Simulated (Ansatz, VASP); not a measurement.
**One calculation of HfO2, two programs**

```
Hf O
1.0
     0.00000    2.46910    2.71601
     2.46910    0.00000    2.71601
     2.46910    2.46910    0.00000
Hf O
1 2
Direct
  0.00000 0.00000 0.00000
  0.25000 0.25000 0.25000
  0.75000 0.75000 0.75000
```

Alike in both runs: task single point; functional PBE; k mesh 8 × 8 × 8; occupations gaussian, width 0.05 eV; no spin polarisation.

|  | VASP | Ansatz |
| --- | --- | --- |
| version | VASP 6.6.1 | Ansatz 0.2.0 |
| potentials or method | VASP PAW PBE potentials, release 64 (Hf_pv, O) | scalar-relativistic, plane waves, PAW |
| plane-wave cutoff (eV) | 520 | 420 |
| valence electrons in the cell | 22 | 38 |

|  | VASP | Ansatz | Ansatz less VASP |
| --- | --- | --- | --- |
| gap on the k mesh at the Fermi level (eV) | 2.53 | 2.54 | +0.004 |
| least direct gap on the mesh (eV) | 2.98 | 2.98 | 0.000 |
| pressure (GPa) | -3.3 | 0.3 | +3.55 |
| largest component of the traceless stress (GPa) | 29.80 | 29.29 | -0.512 |

The two sets of potentials don't hold the same shells in valence.

Caveats: spin-orbit coupling is left out, which moves the levels of the heavy elements. A k mesh can miss the band edges.
